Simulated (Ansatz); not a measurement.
**W (hcp): energy against volume**

These are results of Ansatz 0.2.0, DFT, revPBE, plane waves (420 eV) with PAW, scalar-relativistic, not measurements. (PAW data from PBE, frozen cores regenerated.)

The cell is scaled uniformly from the relaxed one, with fractional coordinates and shape fixed. Energies are extrapolated to zero smearing, pressures are those at the given smearing. Magnetic state: spin not included.

A Birch-Murnaghan fit gives V₀ = 16.68 Å³/atom, B₀ = 273 GPa, B₀′ = 4.0.

Question: What are the energy above the minimum and the pressure at 14.681 Å³/atom?

Answer: 251.9 meV/atom and 45.17 GPa as computed.

Question: What are the energy above the minimum and the pressure at 16.016 Å³/atom?

Answer: 23.9 meV/atom and 12.14 GPa as computed.

Question: What are the energy above the minimum and the pressure at 18.685 Å³/atom?

Answer: 170.0 meV/atom and -24.47 GPa as computed.
